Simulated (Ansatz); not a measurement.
A run of Ansatz 0.2.0 is set up as follows.

File input.yaml:

```yaml
crystal:
  lattice:
    - [0.0, 2.703, 2.703]
    - [2.703, 0.0, 2.703]
    - [2.703, 2.703, 0.0]
  atoms:
    - { symbol: Ni, position: [0.0, 0.0, 0.0], spin: 1.0 }
    - { symbol: Si, position: [0.75, 0.75, 0.75] }
    - { symbol: Si, position: [0.25, 0.25, 0.25] }
hamiltonian:
  xc: blyp
  pseudopotentials: { kind: paw }
  dispersion: d4
magnetization:
  spin_polarized: true
kpoints:
  mp_grid: { grid: [9, 9, 9] }
scf:
  occupations: { method: fermi_dirac, width: 0.05 }
output:
  forces: true
  stress: true
relax:
  f_tol: 0.01
  max_steps: 40
  cell: { stress_tol: 0.05 }
```

Potentials or basis: Ansatz PAW.

Command:

```sh
$ ansatz run input.yaml --threads 2 --pin off --max-ram 5632MiB --backend cpu --events-out ev --progress --plain --runs-dir out
```

Task: What does it give for the relaxed volume?

Result: 13.20 Å³/atom.

Task: What does it give for the relaxed cell?

Result: a = 3.826 Å, b = 3.826 Å, c = 3.826 Å, α = 60.00°, β = 60.00°, γ = 60.00°.

Final structure:
```yaml
crystal:
  lattice:
    - [0.00000, 2.70504, 2.70504]
    - [2.70504, 0.00000, 2.70504]
    - [2.70504, 2.70504, 0.00000]
  atoms:
    - { symbol: Ni, position: [0.00000, 0.00000, 0.00000] }
    - { symbol: Si, position: [0.75000, 0.75000, 0.75000] }
    - { symbol: Si, position: [0.25000, 0.25000, 0.25000] }
```

Caveat: the PAW data sets come from PBE, with cores solved anew for the run's functional, which leaves a small shift of forces and pressure; the starting moments weren't kept.
